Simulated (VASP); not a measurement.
Write the native input for VASP 6.6.1 that does the following.

- Task: relaxation of cell and atoms
- Functional: RPBE
- Potentials or basis: VASP PAW PBE potentials, release 64 (Sr_sv)
- Cutoff: 600 eV
- k mesh: 12 × 12 × 12
- Occupations: gaussian, width 0.1 eV
- Spin: no spin polarisation
- Further INCAR settings: ALGO = Normal; EDIFF = 1e-07; IBRION = 2; EDIFFG = -0.005; NSW = 90; ISIF = 3

The structure of Sr lies in POSCAR:

```
Sr
1.0
    0.0000000000      3.0336031300      3.0336031300
    3.0336031300      0.0000000000      3.0336031300
    3.0336031300      3.0336031300      0.0000000000
Sr
1
Direct
    0.0000000000      0.0000000000      0.0000000000
```

One way to write it, as run:

INCAR

```
ALGO     = Normal         # electronic algorithm
EDIFF    = 1E-7           # SCF threshold, eV
EDIFFG   = -0.005         # ionic threshold
ENCUT    = 600            # plane-wave cutoff, eV
GGA      = RP             # functional
IBRION   = 2              # ionic algorithm
ISIF     = 3              # what is computed and relaxed
ISMEAR   = 0              # smearing method
LASPH    = True           # aspherical terms in the spheres
LCHARG   = False          # write CHGCAR
LREAL    = False          # projectors in reciprocal space
LWAVE    = False          # write WAVECAR
NELM     = 80             # most SCF steps
NSW      = 90             # ionic steps
PREC     = Accurate       # precision mode
SIGMA    = 0.1            # smearing width, eV
```

KPOINTS

```
k-points
0
Gamma
  12 12 12
```

Potentials or basis: VASP PAW PBE potentials, release 64 (Sr_sv).

The run is started by

```bash
$ cat potpaw_PBE.64/Sr_sv/POTCAR > POTCAR
$ mpirun -np 1 vasp_std > vasp.out
```

It gave:

```yaml
Relaxed_volume: 58.36 Å³/atom
Relaxed_cell: a = 4.354 Å, b = 4.354 Å, c = 4.354 Å, α = 60.00°, β = 60.00°, γ = 60.00°
Space_group_after_relaxing_to_0.05_Å: Fm-3m (No. 225)
Energy_gained_by_relaxing: 3.8 meV/atom
Ionic_steps: 4
Pressure_after_relaxing: 0.0 GPa
Band_gap_on_the_k_mesh: none (metal or under the smearing width)
```

Caveat: the PAW data sets were made with another functional, which shifts forces and pressure a little.

It took 80 s on 1 thread of Intel(R) Xeon(R) Platinum 8488C (Sapphire Rapids), with other jobs on the host, peak memory 0.23 GiB.
